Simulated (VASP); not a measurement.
**A VASP 6.6.1 relaxation on BN**

INCAR

```
EDIFFG = -0.05
NSW = 40
SIGMA = 0.02
LCHARG = .FALSE.
ENCUT = 600
LREAL = .FALSE.
NELM = 96
LASPH = .TRUE.
ISMEAR = -1
PREC = Accurate
PSTRESS = 200
NBANDS = 11
ISIF = 3
IBRION = 2
EDIFF = 1E-7
LWAVE = .FALSE.
GGA = PE
```

KPOINTS

```
KPOINTS created by Atomic Simulation Environment
0
Gamma
12 12 12
0 0 0
```

POSCAR

```
B  N
 1.0000000000000000
     0.0000000000000000    1.6858627859999999    1.6858627859999999
     1.6858627859999999    0.0000000000000000    1.6858627859999999
     1.6858627859999999    1.6858627859999999    0.0000000000000000
 B   N
   1   1
Cartesian
  0.0000000000000000  0.0000000000000000  0.0000000000000000
  0.8429313930000000  0.8429313930000000  0.8429313930000000
```

The recommended PBE PAW datasets give the neutral cell 8 valence electrons.

Command

```
mpirun -np 1 vasp_std
```

Question: How does this run end, and what does it give?

Answer: It converged. Results: relaxed cell vector lengths 2.523, 2.523, 2.523 Å; relaxed cell volume 11.36 Å³.

OSZICAR

```
N       E                     dE             d eps       ncg     rms          rms(c)
DAV:   1     0.187010241442E+02    0.18701E+02   -0.57003E+03  1592   0.833E+02
DAV:   2    -0.174502807203E+02   -0.36151E+02   -0.35070E+02  1848   0.210E+02
DAV:   3    -0.180749692012E+02   -0.62469E+00   -0.62361E+00  1893   0.222E+01
DAV:   4    -0.180755745120E+02   -0.60531E-03   -0.60530E-03  1716   0.793E-01
DAV:   5    -0.180755749068E+02   -0.39477E-06   -0.39478E-06  1857   0.204E-02    0.807E+00
DAV:   6    -0.168852998229E+02    0.11903E+01   -0.27372E+00  1700   0.112E+01    0.411E+00
DAV:   7    -0.167276582850E+02    0.15764E+00   -0.24805E-01  1860   0.402E+00    0.222E+00
DAV:   8    -0.167085916590E+02    0.19067E-01   -0.43342E-02  1818   0.161E+00    0.324E-01
DAV:   9    -0.167088954439E+02   -0.30378E-03   -0.73883E-04  1707   0.278E-01    0.103E-01
DAV:  10    -0.167089596343E+02   -0.64190E-04   -0.92741E-05  1749   0.853E-02    0.187E-02
...
DAV:   8    -0.174260386937E+02   -0.11455E-06   -0.46572E-08  1121   0.179E-03    0.674E-04
DAV:   9    -0.174260386747E+02    0.19011E-07   -0.39096E-09   807   0.540E-04
   3 F= -.15996715E+02 E0= -.15996715E+02  d E =-.483986E+00
       N       E                     dE             d eps       ncg     rms          rms(c)
DAV:   1    -0.174169476699E+02    0.90910E-02   -0.29926E-02  1686   0.139E+00    0.235E-01
DAV:   2    -0.174159759978E+02    0.97167E-03   -0.37357E-03  1701   0.397E-01    0.673E-02
DAV:   3    -0.174159292612E+02    0.46737E-04   -0.14732E-04  1677   0.985E-02    0.261E-02
DAV:   4    -0.174159163044E+02    0.12957E-04   -0.15416E-05  1731   0.306E-02    0.761E-03
DAV:   5    -0.174159162407E+02    0.63619E-07   -0.97464E-07  1776   0.691E-03
   4 F= -.15998068E+02 E0= -.15998068E+02  d E =-.485339E+00
```

Standard output (part)

```
POSCAR found type information on POSCAR B N
 POSCAR found :  2 types and       2 ions
 LDA part: xc-table for (Slater+PW92), standard interpolation
 POSCAR, INCAR and KPOINTS ok, starting setup
 WAVECAR not read
 entering main loop
 curvature:   0.00 expect dE= 0.000E+00 dE for cont linesearch  0.000E+00
 search vector abs. value=  0.260E+01
 bond charge predicted
 trial-energy change:    0.301320  1 .order    0.062635   -2.602069    2.727338
 bond charge predicted
 curvature:  -0.24 expect dE=-0.149E-02 dE for cont linesearch -0.149E-02
 ZBRENT: interpolating
 opt :   0.4030  next Energy=   -15.997966 (dE=-0.485E+00)
 bond charge predicted
 curvature:  -0.20 expect dE=-0.242E-04 dE for cont linesearch -0.242E-04
 search vector abs. value=  0.120E-03
 reached required accuracy - stopping structural energy minimisation
```

```json
{"ionic step": "1", "ΔH (meV/atom)": "0.0", "volume (Å³)": "9.58", "largest force (eV/Å)": "0.000", "pressure (GPa)": "120.26", "electronic steps": "13"}
{"ionic step": "2", "ΔH (meV/atom)": "150.7", "volume (Å³)": "14.37", "largest force (eV/Å)": "0.000", "pressure (GPa)": "-50.07", "electronic steps": "8"}
{"ionic step": "3", "ΔH (meV/atom)": "-242.0", "volume (Å³)": "11.45", "largest force (eV/Å)": "0.000", "pressure (GPa)": "15.90", "electronic steps": "9"}
{"ionic step": "4", "ΔH (meV/atom)": "-242.7", "volume (Å³)": "11.36", "largest force (eV/Å)": "0.000", "pressure (GPa)": "19.42", "electronic steps": "5"}
```

 The volume moved far on the plane waves of the start cell, so a restart from CONTCAR is due.

For comparison, a separate PBE relaxation on usual settings, not on those above, ends at 11.90 Å³.
